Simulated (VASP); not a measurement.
A run of VASP 6.6.1 is set up as follows.

Contents of INCAR:

```
PREC     = Accurate       # precision mode
ENCUT    = 520            # plane-wave cutoff, eV
EDIFF    = 1E-7           # SCF threshold, eV
ISMEAR   = 0              # smearing method
SIGMA    = 0.03           # smearing width, eV
LREAL    = False          # projectors in reciprocal space
LASPH    = True           # aspherical terms in the spheres
NELM     = 80             # most SCF steps
ALGO     = Normal         # electronic algorithm
ISIF     = 2              # what is computed and relaxed
LWAVE    = False          # write WAVECAR
LCHARG   = False          # write CHGCAR
MAGMOM   = 0 0 0 0 0 0 0 0 0 0 0 0 0 0 0 0 0 0 0 0 0 0 0 0 0 0 0 0 0 0 0 0 0 0 0 0 0 0 0 0 0 0 0 0 0 0 0 0 # initial moments
LORBIT   = 11             # projections on sites
LSORBIT  = True           # spin-orbit coupling
GGA_COMPAT= False        
GGA      = PS             # functional
NBANDS   = 152            # bands
KPAR     = 4
```

File KPOINTS:

```
regular mesh
0
Gamma
  4 4 4
```

Contents of POSCAR:

```
AlGa3As4                                
1.0
   -5.6685454392      5.6685454392      0.0000000000
   -5.6685671396     -0.0000217005      5.6678114552
    0.0000217005      5.6685671396      5.6678114552
  Al              Ga              As            
     2     6     8
Direct
     0.0002247072836741    0.9997752927163258    0.9997752927163258
     0.5002247072836742    0.9997752927163258    0.9997752927163258
     0.0000010609717054    0.5002642153653285    0.9997336626912678
     0.0000010609717054    0.9997336626912678    0.5002642153653285
     0.5000010609717054    0.5002642153653285    0.9997336626912678
     0.5000010609717054    0.9997336626912678    0.5002642153653285
     0.9998517478162511    0.5001482521837489    0.5001482521837489
     0.4998517478162511    0.5001482521837489    0.5001482521837489
     0.8749727129651700    0.8749767146731949    0.3750778593964652
     0.3749727129651700    0.8749767146731949    0.3750778593964652
     0.8749902470628604    0.3750097529371396    0.3750097529371396
     0.8749857499634708    0.8750142500365292    0.8750142500365292
     0.3749902470628604    0.3750097529371396    0.3750097529371396
     0.3749857499634708    0.8750142500365292    0.8750142500365292
     0.8749727129651700    0.3750778593964652    0.8749767146731949
     0.3749727129651700    0.3750778593964652    0.8749767146731949
```

File KPOINTS_OPT:

```
explicit points
6
Reciprocal
 0.0000000000  0.0000000000  0.0000000000 1
 0.3750000000  0.3750000000  0.7500000000 1
 0.5000000000  0.5000000000  0.5000000000 1
 0.6250000000  0.2500000000  0.6250000000 1
 0.5000000000  0.2500000000  0.7500000000 1
 0.5000000000  0.0000000000  0.5000000000 1
```

Potentials or basis: VASP PAW PBE potentials, release 64 (Al, Ga_d, As).

Run with:

```sh
$ cat potpaw_PBE.64/Al/POTCAR potpaw_PBE.64/Ga_d/POTCAR potpaw_PBE.64/As/POTCAR > POTCAR
$ mpirun -np 4 vasp_ncl > vasp.out
```

Question: Predict the pressure.

Answer: 0.0 GPa.

Question: Predict the largest force.

Answer: 0.004 eV/Å.

Forces on the atoms (eV/Å):
```
Al   0.000  0.000 -0.004
Al   0.000  0.000 -0.004
Ga  -0.003 -0.003  0.000
Ga   0.003  0.003  0.000
Ga  -0.003 -0.003  0.000
Ga   0.003  0.003  0.000
Ga   0.000  0.000  0.004
Ga   0.000  0.000  0.004
As  -0.002 -0.002 -0.001
As  -0.002 -0.002 -0.001
As   0.000  0.000  0.000
As   0.000  0.000  0.002
As   0.000  0.000  0.000
As   0.000  0.000  0.002
As   0.002  0.002 -0.001
As   0.002  0.002 -0.001
```

Caveat: the PAW data sets were made with another functional, which shifts forces and pressure a little.
